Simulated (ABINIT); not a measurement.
Input of an ABINIT 10.8.3 (patched build) run:

The input run.abi:

```
# Pseudopotentials
pp_dirpath "./"
pseudos "Ge.upf"

# Structure
acell 7.5601949712 7.5601949712 7.5601949712
rprim
     0.0000000000     0.7071067812     0.7071067812
     0.7071067812     0.0000000000     0.7071067812
     0.7071067812     0.7071067812     0.0000000000
ntypat 1
znucl 32
natom 2
typat 1 1
xcart
     4.2433650000     4.2433650000     4.2433650000
     2.8289100000     2.8289100000     2.8289100000 Angstrom

# Plane-wave basis
ecut 35.0

# k points
kptopt 1
ngkpt 6 6 6
nshiftk 1
shiftk 0.0 0.0 0.0

# Exchange and correlation
ixc 7

# Bands and occupations
nband 18
occopt 3
tsmear 0.05 eV

# SCF cycle
nstep 100
tolvrs 1.0e-10

# Output
iomode 3
prtwf 0
prtden 0
prteig 0
prtebands 0
enunit 2
```

Potentials or basis: PseudoDojo NC SR LDA v0.4.1 standard.

Run with:

```sh
$ abinit run.abi > log 2>&1
```

**Question.** Estimate the band gap on the k mesh.

**Answer.** None (metal or under the smearing width).

Caveat: this crystal is a semiconductor, whose small gap the functional closes, so the metal is an error of the method.
